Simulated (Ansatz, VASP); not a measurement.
## Two plane-wave programs on Al2Ru

```
Al Ru
1.0
    -1.56042    1.56042    4.22181
     1.56042   -1.56042    4.22181
     1.56042    1.56042   -4.22181
Al Ru
2 1
Direct
  0.65920 0.65920 0.00000
  0.34080 0.34080 0.00000
  0.00000 0.00000 0.00000
```

Alike in both runs: task single point; functional PBEsol; k mesh 10 × 10 × 10; occupations gaussian, width 0.1 eV; no spin polarisation.

|  | VASP | Ansatz |
| --- | --- | --- |
| version | VASP 6.6.1 | Ansatz 0.2.0 |
| potentials or method | VASP PAW PBE potentials, release 64 (Al, Ru_pv) | scalar-relativistic, plane waves, PAW |
| plane-wave cutoff (eV) | 520 | 420 |
| valence electrons in the cell | 20 | 22 |

Ansatz gave:

```
gap on the k mesh at the Fermi level (eV)       : none
pressure (GPa)                                  : -0.4
largest component of the traceless stress (GPa) : 0.49
rms of the force components (eV/Å)              : 0.022
```

Problem. Estimate VASP's values.

Solution. gap on the k mesh at the Fermi level (eV): none; pressure (GPa): -0.3; largest component of the traceless stress (GPa): 0.48; rms of the force components (eV/Å): 0.022.

Atom by atom the forces differ by 0.000 eV/Å (rms over components). A gap of «none» marks a metal or a gap that the smearing closes. The functional is the same, so the differences come from potentials, cutoffs and numerics. The two sets of potentials don't hold the same shells in valence.

Caveats: the PAW data sets were made with another functional, which shifts forces and pressure a little (VASP).
